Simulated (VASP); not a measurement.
Set up this calculation in VASP 6.6.1, as the native input.

* Task: relaxation of cell and atoms
* Functional: optB86b-vdW
* Potentials or basis: VASP PAW PBE potentials, release 64 (As, B)
* Cutoff: 600 eV
* k mesh: 10 × 10 × 10
* Occupations: fermi-dirac, width 0.05 eV
* Spin: no spin polarisation
* Further INCAR settings: ALGO = Fast; EDIFF = 1e-06; IBRION = 2; EDIFFG = -0.005; NSW = 60; ISIF = 3

The structure of BAs lies in POSCAR:

```
BAs
1.0
    0.0000000000      2.3885000000      2.3885000000
    2.3885000000      0.0000000000      2.3885000000
    2.3885000000      2.3885000000      0.0000000000
As B
1 1
Direct
    0.7500000000      0.7500000000      0.7500000000
    0.0000000000      0.0000000000      0.0000000000
```

These files were run (other wordings do the same):

INCAR

```
SYSTEM = BAs
  AGGAC = 0.0
  ALGO = Fast
  EDIFF = 1E-6
  EDIFFG = -0.005
  ENCUT = 600
  GGA = MK
  IBRION = 2
  ISIF = 3
  ISMEAR = -1
  LASPH = .TRUE.
  LCHARG = .FALSE.
  LREAL = .FALSE.
  LUSE_VDW = .TRUE.
  LWAVE = .FALSE.
  NELM = 100
  NSW = 60
  PARAM1 = 0.1234
  PARAM2 = 1.0
  PREC = Accurate
  SIGMA = 0.05
```

KPOINTS

```
k-points
0
G
  10 10 10
  0 0 0
```

Potentials or basis: VASP PAW PBE potentials, release 64 (As, B).

The run is started by

```bash
$ cat potpaw_PBE.64/As/POTCAR potpaw_PBE.64/B/POTCAR > POTCAR
$ mpirun -np 1 vasp_std > vasp.out
```

Results of the run:

The relaxed volume is 13.90 Å³/atom. The relaxed cell is a = 3.400 Å, b = 3.400 Å, c = 3.400 Å, α = 60.00°, β = 60.00°, γ = 60.00°, the space group after relaxing (to 0.05 Å) is F-43m (No. 216) and the energy gained by relaxing is 2.4 meV/atom. The ionic steps are 3, the pressure after relaxing is 0.0 GPa and the band gap on the k mesh is 1.20 eV, indirect (least direct gap 3.25 eV).

Caveat: the PAW data sets were made with another functional, which shifts forces and pressure a little.

Run time: 76 s on 1 thread of Intel(R) Xeon(R) Platinum 8559C (Emerald Rapids), on a shared host, peak memory 0.33 GiB.
